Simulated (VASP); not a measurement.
Runs of VASP 6.6.1 on Bi. It takes space group Im-3m (No. 229, cubic). The conventional cell has a = 3.963 Å, b = 3.963 Å, c = 3.963 Å, α = 90.00°, β = 90.00°, γ = 90.00°. Bi (site symmetry m-3m) is surrounded by 8 Bi at 3.43 Å. This isn't the form of Bi at room conditions, which is rhombohedral.

| task | level | cell | k mesh | cutoff (eV) | smearing | optimiser | gap on the mesh (eV) | pressure (GPa) | relaxed volume (Å³/atom) |
| --- | --- | --- | --- | --- | --- | --- | --- | --- | --- |
| relaxation of cell and atoms | rSCAN | relaxed | 9 × 9 × 9 | 600 | methfessel-paxton 0.1 eV | - | none | 0.0 | (a) |
| relaxation of cell and atoms | r2SCAN | relaxed | 9 × 9 × 9 | 600 | methfessel-paxton 0.1 eV | - | none | 0.0 | 31.18 |
| relaxation of the atoms | r2SCAN | atoms relaxed from: cell strained at random at fixed volume | 7 × 7 × 7 | 520 | methfessel-paxton 0.1 eV | FIRE | none | 1.2 | - |
| single point | r2SCAN | as given | 9 × 9 × 9 | 520 | fermi-dirac 0.05 eV | - | none | 0.0 | - |

Alike in all rows: potentials or basis VASP PAW PBE potentials, release 64 (Bi_d); no spin polarisation.

Problem. Estimate the missing entries.

Solution. (a) 31.31.

Caveats: the PAW data sets were made with another functional, which shifts forces and pressure a little; spin-orbit coupling is left out, which moves the levels of the heavy elements; the relaxation stopped at its first step, so nothing moved (some runs).

A k mesh can miss the band edges, and the runs leave out spin-orbit coupling on Bi.

A gap of «none» marks a metal or a gap under the smearing width.
